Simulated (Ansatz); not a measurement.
Consider the following.

```yaml
crystal:
  lattice:
    - [2.57975, 1.48942, 4.21270]
    - [-2.57975, 1.48942, 4.21270]
    - [0.00000, -2.97883, 4.21270]
  atoms:
    - { symbol: La, position: [0.25000, 0.25000, 0.25000] }
    - { symbol: La, position: [0.75000, 0.75000, 0.75000] }
    - { symbol: Al, position: [0.00000, 0.00000, 0.00000] }
    - { symbol: Al, position: [0.50000, 0.50000, 0.50000] }
    - { symbol: O, position: [0.75020, 0.74980, 0.25000] }
    - { symbol: O, position: [0.25000, 0.75020, 0.74980] }
    - { symbol: O, position: [0.74980, 0.25000, 0.75020] }
    - { symbol: O, position: [0.24980, 0.25020, 0.75000] }
    - { symbol: O, position: [0.75000, 0.24980, 0.25020] }
    - { symbol: O, position: [0.25020, 0.75000, 0.24980] }
```

No spin polarisation.

Calculations: plane-wave PAW DFT at the r2SCAN level (Ansatz, a quantum-chemistry and plane-wave program, 500 eV), no SOC. Γ-centred 8×8×8 mesh, Fermi–Dirac width 0.05 eV.

Task: Predict the gap character and band gap.

Result: 
- Gap character: direct at Γ
- Band gap: 4.23 eV

Load acts through the strain it causes; cell and atoms are relaxed under it. Stability against distortions was not tested. Competing high-pressure phases were not computed. Along this pressure series the structure jumps between pressure 18 GPa and pressure 30 GPa; cells beyond that are another form of it. The cell was made from LaAlO3 (space group R-3c, No. 167) by this change: pressure 30 GPa.
